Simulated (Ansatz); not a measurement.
# The 3-layer blue phosphorene (AB) between two gates, part 2 of 3

Aim: screening and gap of the neutral 3-layer blue phosphorene (AB) between oppositely charged gates.

Ansatz 0.2.0; plane-wave DFT, PBE-D3(BJ), Ansatz PAW.

So far. Step 2 (Relaxation): The lattice constant a goes from 3.280 to 3.253 Å.

## (3) Gated layer, displacement field 0

The slab is cut off from its images along the normal. Two sheets of opposite charge stand for the gates, so the stack stays neutral in a displacement field; barriers ahead of the sheets keep electrons from leaking to them. The uncharged case sets the zero.

The cell differs from the one that the last finished run ended in (c 51.220 → 51.003 Å).

File input.yaml:

```yaml
crystal:
  lattice:
    - [3.253395974, 0.0, 0.0]
    - [-1.626697987, 2.817523562, 0.0]
    - [0.0, 0.0, 51.0029820009]
  atoms:
    - { symbol: P, position: [0.6666666667, 0.3333333333, 0.3931142693] }
    - { symbol: P, position: [0.3333333333, 0.6666666667, 0.4174990267] }
    - { symbol: P, position: [0.0, 0.0, 0.4826168556] }
    - { symbol: P, position: [0.6666666667, 0.3333333333, 0.5070003872] }
    - { symbol: P, position: [0.6666666667, 0.3333333333, 0.5824605073] }
    - { symbol: P, position: [0.3333333333, 0.6666666667, 0.6068857307] }
  periodic: [true, true, false]
  symmetry: { detect: true }
kpoints:
  mp_grid: { grid: [54, 54, 1] }
  band_path:
    path: [[0, 0, 0], [0.5, 0, 0], [0.33333333, 0.33333333, 0], [0, 0, 0]]
    npoints: 16
hamiltonian:
  xc: pbe
  dispersion: d3bj
scf:
  occupations: { method: fermi_dirac, width: 0.02585 }
  convergence: { dr2_threshold: 1.0e-10 }
output:
  forces: true
  eigenvalues: true
  dos: { projected: true, e_range: [-3, 3], de: 0.01 }
  write_potential: true
  write_density: true
  volumetric_format: npy
  elf: true
external_charges:
  - { charge: 0, barrier: 10, axis: 3, height: 34.453, sigma: 0.25 }
  - { charge: 0, barrier: 10, axis: 3, height: 16.55, sigma: 0.25 }
```

Run with:

```console
$ ansatz run input.yaml --threads 4 --pin off --max-ram 6144MiB --backend cpu --events-out ev --progress --plain --runs-dir out
```

Numbers of over 12 decimals in the logs are rounded to 6 here.

Log:

```text
[...]
Crystal: 6 atoms, lattice volume = 467.520 Å³
Basis set: ecut = 420 eV, 9315 PW (Γ), exchange–correlation on 48×48×720 points (8 copies of the dense FFT grid, shifted against one another)
Bands: 21, of which v1, the nominal top of the filled ones, is band 15 counted from 1 (14 counted from 0)
Symmetry: 6 space group operations
[...]
k-points: 271 of 2916 (time reversal used)
[...]
SCF iter   1: F=—  HF=-4535.502970 eV  |F-HF|=—  |Δ(HF+E_count)|=         —  Δρ=1.23e-3  dr2=2.01e-2  ethr=1.77e-3  ⟨swp⟩=16.2  Hψ=62292  notcnv=0
[...]
SCF iter  12: F=-4535.502088 eV  HF=-4535.502088 eV  |F-HF|=7.28e-11  |Δ(HF+E_count)|=  8.28e-11  Δρ=1.47e-8  dr2=4.24e-12  ethr=1.00e-12  ⟨swp⟩=19.4  Hψ=53048  notcnv=0
SCF 1 converged in 12 iterations: F = -4535.502088 eV  dr2 = 4.24e-12
[...]
NSCF: frozen V_eff on 49 k-points
[...]
SCF converged after 12 iterations
Free energy (F): -4535.502088 eV
[...]
Internal energy: -4535.502088 eV  (E = F + TS)
E sigma→0 (E₀):  -4535.502088 eV
Fermi energy:    -4.916836 eV
[...]
--- Forces (eV/Å), atoms and charges each counted from 1 ---
  atom   1  P      0.00000000     0.00000000     0.00443006
  atom   2  P      0.00000000    -0.00000000     0.00435560
  atom   3  P      0.00000000     0.00000000    -0.00079934
  atom   4  P      0.00000000    -0.00000000    -0.00095878
  atom   5  P      0.00000000     0.00000000    -0.00110769
  atom   6  P      0.00000000    -0.00000000    -0.00571182
  external charge   1     0.00000000     0.00000000     0.00852420
  external charge   2     0.00000000     0.00000000    -0.00873179
  max |Σ_I F_I| component, the external charges' with the atoms': 4.39e-7 eV/Å
--- Band table (eV; the first three rows and the last of 271) ---
  k-point 0: bands = [... 11 lower, -6.1841, -6.1657, -6.1657, -5.5493, -2.2064, -2.2064, -2.1754, -2.1404, ... 2 higher]
  k-point 1: bands = [... 11 lower, -6.2070, -6.1972, -6.1797, -5.5463, -2.2197, -2.1887, -2.1573, -2.1255, ... 2 higher]
  k-point 2: bands = [... 11 lower, -6.2502, -6.2365, -6.2208, -5.5381, -2.2673, -2.2039, -2.1680, -2.1368, ... 2 higher]
  k-point 270: bands = [... 11 lower, -7.9604, -7.8964, -7.8784, -7.6163, -4.0615, -4.0469, -3.9915, -1.3798, ... 2 higher]
```

Run time: 2.1 min. Hardware: 4 threads of Arm Neoverse V1, shared host; peak memory 2.4 GiB.

This step gave:

```yaml
gap_on_the_k_mesh: 0.9598 eV
gap_along_the_path: 0.9635 eV
smallest_direct_gap_along_the_path: 1.561 eV
gap_the_smaller_of_path_and_mesh: 0.9598 eV
potential_beyond_the_upper_barrier_and_gate_less_the_barrier_from_the_fermi_level: 4.916 eV
```

Running mean over a fixed 2.7 Å (it still follows the layers) of the planar mean; beyond a gate it holds the 10 eV model barrier. Table of electron's electrostatic potential energy less the Fermi level by z:

z (Å), electron's electrostatic potential energy less the Fermi level (eV) and a bar from the least value:
```
        4       14.9 ##############################
        5       14.9 ##############################
        6       14.9 ##############################
        7       14.9 ##############################
        8       14.9 ##############################
        9       14.9 ##############################
       10       14.9 ##############################
       11       14.9 ##############################
       12       14.9 ##############################
       13       14.9 ##############################
       14       14.9 ##############################
       15       14.8 ##############################
       16       12.0 ##########################
       17        8.2 ######################
       18        4.3 #################
       19       -1.3 ##########
       20       -7.3 ###
       21       -9.1 
       22       -3.5 #######
       23        0.2 ############
       24       -4.0 #######
       25       -9.5 
       26       -6.8 ###
       27       -0.9 ###########
       28        2.1 ##############
       29       -3.4 #######
       30       -9.1 
       31       -7.3 ###
       32       -1.3 ##########
       33        4.3 #################
       34        8.2 ######################
       35       11.9 ##########################
       36       14.8 ##############################
       37       14.9 ##############################
       38       14.9 ##############################
       39       14.9 ##############################
       40       14.9 ##############################
       41       14.9 ##############################
       42       14.9 ##############################
       43       14.9 ##############################
       44       14.9 ##############################
       45       14.9 ##############################
       46       14.9 ##############################
       47       14.9 ##############################
```

The density of states has structure finer than the step of the table below, so its rows give means over 0.2 eV, whole bins alone (the curve runs from -3 to 2.44 eV). Peaks (eV: height): -2.52: 5.11, -2.26: 6.42, -1.86: 7.73, -1.27: 7.36, -0.52: 8.19, 1.83: 5.36, 2.26: 7.77.

Density of states against energy, zero at the Fermi level of the run, which the smearing sets inside the gap; means over each step:

energy (eV), density of states (states/eV a cell) and a bar:
```
     -2.8       3.00 ###################
     -2.6       3.44 ######################
     -2.4       3.93 #########################
     -2.2       4.78 ##############################
     -2.0       4.65 #############################
     -1.8       4.71 ##############################
     -1.6       2.87 ##################
     -1.4       3.66 #######################
     -1.2       2.61 ################
     -1.0       0.72 ####
     -0.8       0.82 #####
     -0.6       2.89 ##################
     -0.4       0.00 
     -0.2       0.00 
      0.0       0.00 
      0.2       0.00 
      0.4       0.14 #
      0.6       0.74 #####
      0.8       1.85 ############
      1.0       3.17 ####################
      1.2       3.47 ######################
      1.4       3.96 #########################
      1.6       3.33 #####################
      1.8       4.32 ###########################
      2.0       3.37 #####################
      2.2       4.48 ############################
```

Projected DOS per atom over height of the atomic layer and energy from the Fermi level. Layers: P P P P P P from below.

Ten even steps from '0' (0.00 states/eV) to '9' (1.03 states/eV), each cell a mean:
```
555577
554434
555567
444455
556644
444444
222233
111100
000000
000000
000000
001100
334411
111100
221133
662299
443355
879967
777866
666677
544555
444523
```
Columns: height of the atomic layer (Å) from 20.1 to 31.0 (not evenly spaced); rows upwards: energy from the Fermi level (eV) from -2.98 to 2.42.

Electronic bands along the path, in eV, zero at the Fermi level of the run, which the smearing sets inside the gap:

| point | band 12 | band 13 | band 14 | band 15 | band 16 | band 17 | band 18 | band 19 |
| --- | --- | --- | --- | --- | --- | --- | --- | --- |
| Γ | -1.27 | -1.25 | -1.25 | -0.63 | 2.71 | 2.71 | 2.74 | 2.78 |
| halfway | -2.62 | -1.93 | -1.27 | -0.65 | 1.00 | 1.10 | 1.24 | 3.58 |
| M | -3.45 | -2.97 | -2.60 | -2.29 | 0.70 | 0.80 | 0.91 | 1.67 |
| halfway | -3.70 | -2.83 | -2.53 | -2.28 | 1.30 | 1.71 | 2.11 | 2.93 |
| K | -3.04 | -2.98 | -2.96 | -2.70 | 0.86 | 0.87 | 0.93 | 3.54 |
| halfway | -3.95 | -1.81 | -1.22 | -0.68 | 2.06 | 2.33 | 2.70 | 3.02 |
| Γ | -1.27 | -1.25 | -1.25 | -0.63 | 2.71 | 2.71 | 2.74 | 2.78 |

Electrostatic potential energy in the ca plane at fractional y = 0.333, with atoms of P within 0.2 Å of it. With pseudopotentials it is smooth inside the atoms' cores, unlike the true potential.

Ten even steps from '0' (-67 eV) to '9' (10 eV), each cell a mean:
```
55777888888887765578888887556778888888889999
01478888888887520157888874102678888888889999
00378888888887500037888873000578888888889999
01578888888887620157888875102678888888889999
56777888888877765678888887656777888888889999
77777788888777777788888888777777788888889999
87766788888776778888888888887767788888889999
77777788888777777788888888777777788888889999
```
Columns run along c (16.0 Å, from fractional 0.39 to 0.70 of the cell; values clipped at the 3rd and 97th percentile), rows up along a (3.3 Å). Atoms in or near the plane, at fractional coordinates: P at (0.39, 0.67), P at (0.51, 0.67), P at (0.58, 0.67).

ELF in the ca plane at fractional y = 0.333, with atoms of P within 0.2 Å of it. It is the smooth field of the valence electrons, not physical close to the nuclei.

Ten even steps from '0' (0.00) to '9' (0.97), each cell a mean:
```
77765321002346777888500588877764321000000000
13652100000124642599711799414642100000000000
00442000000014510299811899201531000000000000
24653100000124652599711799525642100000000000
77765431002456777788400588777765432100000000
45666762015766665432100133456666765310000000
24566773026776542110000001134567876410000000
56666662015666665543100134556666764210000000
```
Columns run along c (16.0 Å, from fractional 0.39 to 0.70 of the cell), rows up along a (3.3 Å). Atoms in or near the plane, at fractional coordinates: P at (0.39, 0.67), P at (0.51, 0.67), P at (0.58, 0.67).

Valence density in the ca plane at fractional y = 0.333, with atoms of P within 0.2 Å of it. It is the smooth field of the valence electrons, not physical close to the nuclei.

Ten even steps from '0' (0.00 e/Å³) to '9' (0.73 e/Å³), each cell a mean:
```
88753210000134688752000125788642100000000000
57852100000124785784100159758742100000000000
14752100000014751595200269416731000000000000
68852100000124786884100148768742100000000000
78753210000134687642000024678643100000000000
34554310001345553210000001245554310000000000
23455421001355542110000001124555310000000000
35554310001245554310000011345554210000000000
```
Columns run along c (16.0 Å, from fractional 0.39 to 0.70 of the cell), rows up along a (3.3 Å). Atoms in or near the plane, at fractional coordinates: P at (0.39, 0.67), P at (0.51, 0.67), P at (0.58, 0.67).

The gap, the smaller of path and mesh, is 0.960 eV.

## (4) Gated layer, displacement field 0.905 V/nm

Changes to input.yaml since step 3:

```diff
@@ -28,3 +28,2 @@
   eigenvalues: true
-  dos: { projected: true, e_range: [-3, 3], de: 0.01 }
   write_potential: true
@@ -32,5 +31,6 @@
   volumetric_format: npy
-  elf: true
 external_charges:
   - { charge: 0, barrier: 10, axis: 3, height: 34.453, sigma: 0.25 }
+  - { charge: -0.004583, axis: 3, height: 35.953, sigma: 0.5 }
   - { charge: 0, barrier: 10, axis: 3, height: 16.55, sigma: 0.25 }
+  - { charge: 0.004583, axis: 3, height: 15.05, sigma: 0.5 }
```

Log:

```text
[...]
Crystal: 6 atoms, lattice volume = 467.520 Å³
Basis set: ecut = 420 eV, 9315 PW (Γ), exchange–correlation on 48×48×720 points (8 copies of the dense FFT grid, shifted against one another)
Bands: 21, of which v1, the nominal top of the filled ones, is band 15 counted from 1 (14 counted from 0)
Symmetry: 6 space group operations
[...]
k-points: 271 of 2916 (time reversal used)
[...]
SCF iter   1: F=—  HF=-4535.800105 eV  |F-HF|=—  |Δ(HF+E_count)|=         —  Δρ=1.93e-2  dr2=1.31e0  ethr=3.10e-3  ⟨swp⟩=15.8  Hψ=62624  notcnv=0
[...]
SCF iter  14: F=-4535.500229 eV  HF=-4535.500229 eV  |F-HF|=7.28e-12  |Δ(HF+E_count)|=  8.55e-11  Δρ=3.16e-8  dr2=1.56e-11  ethr=1.00e-12  ⟨swp⟩=9.5  Hψ=37053  notcnv=0
SCF 1 converged in 14 iterations: F = -4535.500229 eV  dr2 = 1.56e-11
[...]
SCF converged after 14 iterations
Free energy (F): -4535.500229 eV
[...]
Internal energy: -4535.500229 eV  (E = F + TS)
E sigma→0 (E₀):  -4535.500229 eV
Fermi energy:    -4.950836 eV
[...]
--- Forces (eV/Å), atoms and charges each counted from 1 ---
  atom   1  P      0.00000000     0.00000000     0.00557935
  atom   2  P      0.00000000    -0.00000000     0.00372637
  atom   3  P      0.00000000     0.00000000    -0.00202238
  atom   4  P      0.00000000    -0.00000000     0.00027536
  atom   5  P      0.00000000     0.00000000    -0.00096803
  atom   6  P      0.00000000    -0.00000000    -0.00544499
  external charge   1     0.00000000     0.00000000     0.00807591
  external charge   2     0.00000000     0.00000000    -0.00020750
  external charge   3     0.00000000     0.00000000    -0.00922072
  external charge   4     0.00000000     0.00000000     0.00020708
  max |Σ_I F_I| component, the external charges' with the atoms': 4.41e-7 eV/Å
--- Band table (eV; the first three rows and the last of 271) ---
  k-point 0: bands = [... 11 lower, -6.2151, -6.0767, -6.0767, -5.5784, -2.2711, -2.2711, -2.2345, -2.1573, ... 2 higher]
  k-point 1: bands = [... 11 lower, -6.2290, -6.1314, -6.0907, -5.5754, -2.2846, -2.2533, -2.1854, -2.1701, ... 2 higher]
  k-point 2: bands = [... 11 lower, -6.2868, -6.2698, -6.1319, -5.5673, -2.3324, -2.2201, -2.2013, -2.1129, ... 2 higher]
  k-point 270: bands = [... 11 lower, -7.9984, -7.9707, -7.7830, -7.5847, -4.1136, -4.0718, -3.9401, -1.4237, ... 2 higher]
```

Run time: 2.3 min. Hardware: 4 threads; peak memory 2.3 GiB; 9.2 min of CPU time.

Numbers from this step:

```yaml
gap_along_the_path: 0.9493 eV
smallest_direct_gap_along_the_path: 1.543 eV
gap_the_smaller_of_path_and_mesh: 0.9454 eV
potential_beyond_the_upper_barrier_and_gate_less_the_barrier_from_the_fermi_level: 5.383 eV
```

The electronic bands at the labelled points (eV, zero at the Fermi level of the run, which the smearing sets inside the gap):

| point | band 12 | band 13 | band 14 | band 15 | band 16 | band 17 | band 18 | band 19 |
| --- | --- | --- | --- | --- | --- | --- | --- | --- |
| Γ | -1.26 | -1.13 | -1.13 | -0.63 | 2.68 | 2.68 | 2.72 | 2.79 |
| halfway | -2.50 | -1.92 | -1.21 | -0.63 | 1.01 | 1.12 | 1.29 | 3.56 |
| M | -3.33 | -2.99 | -2.50 | -2.30 | 0.67 | 0.87 | 0.95 | 1.65 |
| halfway | -3.61 | -2.84 | -2.44 | -2.28 | 1.28 | 1.83 | 2.09 | 2.91 |
| K | -3.05 | -3.02 | -2.83 | -2.63 | 0.84 | 0.88 | 1.01 | 3.53 |
| halfway | -3.82 | -1.80 | -1.17 | -0.67 | 2.06 | 2.39 | 2.72 | 2.99 |
| Γ | -1.26 | -1.13 | -1.13 | -0.63 | 2.68 | 2.68 | 2.72 | 2.79 |

The gap, the smaller of path and mesh, is 0.945 eV.

## (5) Gated layer, displacement field 1.81 V/nm

Changes to input.yaml since step 4:

```diff
@@ -33,4 +33,4 @@
   - { charge: 0, barrier: 10, axis: 3, height: 34.453, sigma: 0.25 }
-  - { charge: -0.004583, axis: 3, height: 35.953, sigma: 0.5 }
+  - { charge: -0.009167, axis: 3, height: 35.953, sigma: 0.5 }
   - { charge: 0, barrier: 10, axis: 3, height: 16.55, sigma: 0.25 }
-  - { charge: 0.004583, axis: 3, height: 15.05, sigma: 0.5 }
+  - { charge: 0.009167, axis: 3, height: 15.05, sigma: 0.5 }
```

Log:

```text
[...]
Crystal: 6 atoms, lattice volume = 467.520 Å³
Basis set: ecut = 420 eV, 9315 PW (Γ), exchange–correlation on 48×48×720 points (8 copies of the dense FFT grid, shifted against one another)
Bands: 21, of which v1, the nominal top of the filled ones, is band 15 counted from 1 (14 counted from 0)
Symmetry: 6 space group operations
[...]
k-points: 271 of 2916 (time reversal used)
[...]
--- Band table (eV; the first three rows and the last of 271) ---
  k-point 0: bands = [... 11 lower, -6.2405, -5.9879, -5.9879, -5.6002, -2.3519, -2.3519, -2.3182, -2.1930, ... 2 higher]
  k-point 1: bands = [... 11 lower, -6.2545, -6.0427, -6.0020, -5.5972, -2.3656, -2.3341, -2.2679, -2.2066, ... 2 higher]
  k-point 2: bands = [... 11 lower, -6.2955, -6.1982, -6.0431, -5.5892, -2.4135, -2.2820, -2.2559, -2.1225, ... 2 higher]
  k-point 270: bands = [... 11 lower, -8.0332, -8.0281, -7.6886, -7.5406, -4.2017, -4.0977, -3.8547, -1.4737, ... 2 higher]
[key lines of the parts left out:]
SCF converged after 14 iterations
Free energy (F): -4535.494637 eV
Fermi energy:    -4.987012 eV
```

Run time: 2.2 min. Hardware: 4 threads; peak memory 2.3 GiB; 8.6 min of CPU time.

The electronic bands at the labelled points (eV, zero at the Fermi level of the run, which the smearing sets inside the gap):

| point | band 12 | band 13 | band 14 | band 15 | band 16 | band 17 | band 18 | band 19 |
| --- | --- | --- | --- | --- | --- | --- | --- | --- |
| Γ | -1.25 | -1.00 | -1.00 | -0.61 | 2.64 | 2.64 | 2.67 | 2.79 |
| halfway | -2.38 | -1.93 | -1.16 | -0.61 | 0.98 | 1.14 | 1.38 | 3.53 |
| M | -3.21 | -3.02 | -2.41 | -2.28 | 0.64 | 0.87 | 1.06 | 1.63 |
| halfway | -3.50 | -2.86 | -2.38 | -2.23 | 1.25 | 1.95 | 2.07 | 2.88 |
| K | -3.05 | -3.04 | -2.70 | -2.55 | 0.79 | 0.89 | 1.13 | 3.51 |
| halfway | -3.70 | -1.81 | -1.12 | -0.63 | 2.04 | 2.44 | 2.76 | 2.95 |
| Γ | -1.25 | -1.00 | -1.00 | -0.61 | 2.64 | 2.64 | 2.67 | 2.79 |

The gap, the smaller of path and mesh, is 0.908 eV.

## (6) Gated layer, displacement field 2.71 V/nm

Changes to input.yaml since step 5:

```diff
@@ -33,4 +33,4 @@
   - { charge: 0, barrier: 10, axis: 3, height: 34.453, sigma: 0.25 }
-  - { charge: -0.009167, axis: 3, height: 35.953, sigma: 0.5 }
+  - { charge: -0.01375, axis: 3, height: 35.953, sigma: 0.5 }
   - { charge: 0, barrier: 10, axis: 3, height: 16.55, sigma: 0.25 }
-  - { charge: 0.009167, axis: 3, height: 15.05, sigma: 0.5 }
+  - { charge: 0.01375, axis: 3, height: 15.05, sigma: 0.5 }
```

Log:

```text
[...]
Crystal: 6 atoms, lattice volume = 467.520 Å³
Basis set: ecut = 420 eV, 9315 PW (Γ), exchange–correlation on 48×48×720 points (8 copies of the dense FFT grid, shifted against one another)
Bands: 21, of which v1, the nominal top of the filled ones, is band 15 counted from 1 (14 counted from 0)
Symmetry: 6 space group operations
[...]
k-points: 271 of 2916 (time reversal used)
[...]
--- Band table (eV; the first three rows and the last of 271) ---
  k-point 0: bands = [... 11 lower, -6.2669, -5.9007, -5.9007, -5.6134, -2.4389, -2.4389, -2.4073, -2.2241, ... 2 higher]
  k-point 1: bands = [... 11 lower, -6.2809, -5.9555, -5.9147, -5.6104, -2.4527, -2.4211, -2.3568, -2.2378, ... 2 higher]
  k-point 2: bands = [... 11 lower, -6.3219, -6.1109, -5.9559, -5.6024, -2.5007, -2.3689, -2.2875, -2.2038, ... 2 higher]
  k-point 270: bands = [... 11 lower, -8.0712, -8.0586, -7.5957, -7.4880, -4.2925, -4.1245, -3.7686, -1.5285, ... 2 higher]
[key lines of the parts left out:]
SCF converged after 14 iterations
Free energy (F): -4535.485317 eV
Fermi energy:    -5.021628 eV
```

It took 2.1 min on 4 threads; peak memory 2.3 GiB; 8.4 min of CPU time.

Electronic bands along the path, in eV, zero at the Fermi level of the run, which the smearing sets inside the gap:

| point | band 12 | band 13 | band 14 | band 15 | band 16 | band 17 | band 18 | band 19 |
| --- | --- | --- | --- | --- | --- | --- | --- | --- |
| Γ | -1.25 | -0.88 | -0.88 | -0.59 | 2.58 | 2.58 | 2.61 | 2.80 |
| halfway | -2.25 | -1.94 | -1.11 | -0.56 | 0.93 | 1.15 | 1.49 | 3.50 |
| M | -3.09 | -3.04 | -2.39 | -2.20 | 0.60 | 0.86 | 1.18 | 1.60 |
| halfway | -3.39 | -2.88 | -2.37 | -2.13 | 1.22 | 2.04 | 2.08 | 2.84 |
| K | -3.05 | -3.04 | -2.57 | -2.47 | 0.73 | 0.90 | 1.25 | 3.49 |
| halfway | -3.58 | -1.82 | -1.08 | -0.58 | 2.01 | 2.47 | 2.82 | 2.90 |
| Γ | -1.25 | -0.88 | -0.88 | -0.59 | 2.58 | 2.58 | 2.61 | 2.80 |

The gap, the smaller of path and mesh, is 0.851 eV.

(Part 2 of 3 ends here.)

[Logs are printed without paths, hosts, clocks, repeated set-up lines and the standing remarks that a program may print on its own settings, such as how far it seeks lower states.]

[Hosts, paths, dates, database ids (printed as entryN), source tags and the programs' standing remarks are cut or masked in the printed files.]

[Maps of the electrostatic potential energy from Ansatz leave out the sawtooth potential of an applied field or a dipole correction, so their vacuum need not be flat; planar profiles and work functions include it.]
